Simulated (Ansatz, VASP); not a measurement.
# AlFe: VASP beside Ansatz

```
CELL_PARAMETERS angstrom
2.87067 0.00000 0.00000
0.00000 2.87067 0.00000
0.00000 0.00000 2.87067
ATOMIC_POSITIONS crystal
Fe 0.50000 0.50000 0.50000
Al 0.00000 0.00000 0.00000
```

Alike in both runs: task single point; functional PBEsol; k mesh 9 × 9 × 9; occupations fermi-dirac, width 0.05 eV; collinear spin.

|  | VASP | Ansatz |
| --- | --- | --- |
| version | VASP 6.6.1 | Ansatz 0.2.0 |
| potentials or method | VASP PAW PBE potentials, release 64 (Fe, Al) | Ansatz PAW |
| plane-wave cutoff (eV) | 520 | 420 |
| valence electrons in the cell | 11 | 19 |

|  | VASP | Ansatz | Ansatz less VASP |
| --- | --- | --- | --- |
| gap on the k mesh at the Fermi level (eV) | none | none | - |
| pressure (GPa) | -4.8 | -5.0 | -0.19 |
| net moment per atom (μB) | 0.31 | 0.31 | +0.002 |

A gap of «none» marks a metal or a gap that the smearing closes. With one functional, cell and mesh, what is left measures potentials, basis and numerics. The two sets of potentials don't hold the same shells in valence.

Caveats: the PAW data sets were made with another functional, which shifts forces and pressure a little (VASP); the PAW data sets come from PBE, with cores solved anew for the run's functional, which leaves a small shift of forces and pressure (Ansatz).
